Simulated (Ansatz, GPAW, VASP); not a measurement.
**One calculation of BAs, 3 ways**

```
As B
1.0
     0.00000    2.38850    2.38850
     2.38850    0.00000    2.38850
     2.38850    2.38850    0.00000
As B
1 1
Direct
  0.75000 0.75000 0.75000
  0.00000 0.00000 0.00000
```

Alike in all runs: task single point; functional PBE; k mesh 10 × 10 × 10; occupations gaussian, width 0.019 eV; no spin polarisation; no spin-orbit coupling. Pressure is positive in compression and, in plane waves, holds the error of the finite cutoff.

| program and potentials | plane-wave cutoff (eV) | notes | band gap (eV) | pressure (GPa) |
| --- | --- | --- | --- | --- |
| VASP, PBE PAW files As, B, 520 eV | 520 | - | 1.18 | 3.43 |
| GPAW, GPAW PAW data sets (gpaw-data 1.2.1) | 800 | - | ? | ? |
| Ansatz, all-electron LAPW, scalar-relativistic | - | - | 1.19 | 2.73 |

Task: Estimate from the other rows what the run with GPAW, GPAW PAW data sets (gpaw-data 1.2.1) gave.

Result: Band gap 1.18 eV; pressure 3.28 GPa. The other rows, which needn't bracket it: band gap 1.18 to 1.19; pressure 2.73 to 3.43.
